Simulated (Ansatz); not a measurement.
TiAl3:

```
Ti Al
1.0
    -1.91111    1.91111    4.28067
     1.91111   -1.91111    4.28067
     1.91111    1.91111   -4.28067
Ti Al
1 3
Direct
  0.00000 0.00000 0.00000
  0.25000 0.75000 0.50000
  0.75000 0.25000 0.50000
  0.50000 0.50000 0.00000
```

The cell comes from a database or a generator and needn't be the stable form of this composition.

```yaml
Program: Ansatz 0.2.0
Task: relaxation of cell and atoms
Functional: BLYP
Potentials_or_basis: Ansatz PAW
Cutoff: "420 eV (not typed: the program's choice for these potentials)"
k_mesh: 10 × 10 × 10
Occupations: fermi-dirac, width 0.05 eV
Spin: no spin polarisation
```

At the start: volume 15.63 Å³/atom.

**Question.** How do energy, volume and symmetry change on relaxing?

**Answer.** It ends after 7 steps and the volume is 16.44 Å³/atom (+5.1 %); space group I4/mmm (No. 139, to 0.05 Å).

The path:
| step | energy change (eV) | largest force (eV/Å) | volume (Å³) |
| --- | --- | --- | --- |
| 1 | 0.0000 | 0.0000 | 62.54 |
| 2 | -0.0409 | 0.0000 | 66.73 |
| 3 | -0.0474 | 0.0000 | 65.79 |
| 4 | -0.0475 | 0.0000 | 65.71 |
| 5 | -0.0494 | 0.0000 | 65.71 |
| 6 | -0.0494 | 0.0000 | 65.74 |
| 7 | -0.0494 | 0.0000 | 65.74 |

Final structure:
```
Ti Al
1.0
    -1.93988    1.93988    4.36758
     1.93988   -1.93988    4.36758
     1.93988    1.93988   -4.36758
Ti Al
1 3
Direct
  0.00000 0.00000 0.00000
  0.25000 0.75000 0.50000
  0.75000 0.25000 0.50000
  0.50000 0.50000 0.00000
```

Caveat: the plane-wave basis is chosen anew once the cell has moved, so the energies of steps on either side of that aren't comparable; the PAW data sets come from PBE, with cores solved anew for the run's functional, which leaves a small shift of forces and pressure.
